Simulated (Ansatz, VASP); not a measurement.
**CoO in VASP and in Ansatz**

INCAR

```
PREC     = Accurate       # precision mode
ENCUT    = 520            # plane-wave cutoff, eV
EDIFF    = 1E-8           # SCF threshold, eV
ISMEAR   = -1             # smearing method
SIGMA    = 0.05           # smearing width, eV
LREAL    = F              # projectors in reciprocal space
LASPH    = T              # aspherical terms in the spheres
NELM     = 150            # most SCF steps
ALGO     = Normal         # electronic algorithm
ISIF     = 2              # what is computed and relaxed
LWAVE    = F              # write WAVECAR
LCHARG   = F              # write CHGCAR
ISPIN    = 2              # spin polarisation
MAGMOM   = 2 0            # initial moments
LORBIT   = 11             # projections on sites
LMAXMIX  = 4              # l up to which the mixer works
GGA      = PS             # functional
LEFG     = T            
NBANDS   = 18             # bands
```

KPOINTS

```
regular mesh
0
Gamma
  16 16 16
```

Contents of POSCAR:

```
CoO
1.0
    0.0000000000      2.1595492692      2.1595492692
    2.1595492692      0.0000000000      2.1595492692
    2.1595492692      2.1595492692      0.0000000000
Co O
1 1
Direct
    0.0000000000      0.0000000000      0.0000000000
    0.5000000000      0.5000000000      0.5000000000
```

Input for Ansatz:

```yaml
crystal:
  lattice:
    - [0.0, 2.1595492692, 2.1595492692]
    - [2.1595492692, 0.0, 2.1595492692]
    - [2.1595492692, 2.1595492692, 0.0]
  atoms:
    - { symbol: Co, position: [0.0, 0.0, 0.0], spin: 2.0 }
    - { symbol: O, position: [0.5, 0.5, 0.5] }
magnetization:
  spin_polarized: true
kpoints:
  mp_grid: { grid: [16, 16, 16] }
scf:
  occupations: { method: fermi_dirac, width: 0.05 }
hamiltonian:
  xc: pbesol
  pseudopotentials: { kind: all_electron, datasets: crystal }
output:
  forces: true
  stress: true
  eigenvalues: true
  efg: { contact_densities: true }
```

Change from the starting cell: volume scaled by 1.04, crystal datasets.

Alike in both runs: task electric field gradients; functional PBEsol; k mesh 16 × 16 × 16; occupations fermi-dirac, width 0.05 eV; collinear spin.

```csv
,VASP,Ansatz
version,VASP 6.6.1,Ansatz 0.2.0
potentials or method,"VASP PAW PBE potentials, release 64 (Co, O)","all-electron PAW with datasets made for the crystal, scalar-relativistic"
plane-wave cutoff (eV),520,see its input
```

Ansatz gave:

| Property | Result |
| --- | --- |
| pressure (GPa) | -16.4 |
| net moment per atom (μB) | 1.50 |
| size of the moment on the site where the two differ most (μB) | 2.54 |
| Vzz of the field gradient on the site that differs most (V/Å²) | 0.0 |

**Question.** Which values does VASP return?

**Answer.** Pressure (GPa): -16.7; net moment per atom (μB): 1.49; size of the moment on the site where the two differ most (μB): 2.60; Vzz of the field gradient on the site that differs most (V/Å²): 0.0.

Site moments also hang on the region over which each program counts them. Ansatz ran all-electron here, so the differences hold the error of VASP's frozen core and of both bases.

Caveats: so large a pressure means that the cell lies far from this level's equilibrium, or that cutoff or potentials fall short (VASP); the potentials were made for another functional, which shifts forces and pressure (VASP); a cell with one magnetic atom can't hold antiferromagnetic order, which such compounds often take; semilocal functionals often make such compounds metallic where correlation or magnetic order opens a gap, which also shifts bond lengths.
